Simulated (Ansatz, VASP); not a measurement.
Cu in VASP and in Ansatz

```
Cu
1.0
     0.00000    1.81460    1.81460
     1.81460    0.00000    1.81460
     1.81460    1.81460    0.00000
Cu
1
Cartesian
  0.0000 0.0000 0.0000
```

Alike in both runs: task single point; functional PBE; k mesh 20 × 20 × 20; occupations gaussian, width 0.05 eV; no spin polarisation.

|  | VASP | Ansatz |
| --- | --- | --- |
| version | VASP 6.6.1 | Ansatz 0.2.0 |
| potentials or method | VASP PAW PBE potentials, release 64 (Cu) | scalar-relativistic, plane waves, PAW |
| plane-wave cutoff (eV) | 520 | 420 |
| valence electrons in the cell | 11 | 19 |

VASP gave:

| Quantity | Value |
| --- | --- |
| gap on the k mesh at the Fermi level (eV) | none |
| pressure (GPa) | 0.6 |

Question: What did Ansatz give for the same quantities?

Answer: gap on the k mesh at the Fermi level (eV): none; pressure (GPa): 0.1.

A gap of «none» marks a metal or a gap that the smearing closes. The functional is the same, so the differences come from potentials, cutoffs and numerics. The two sets of potentials don't hold the same shells in valence.
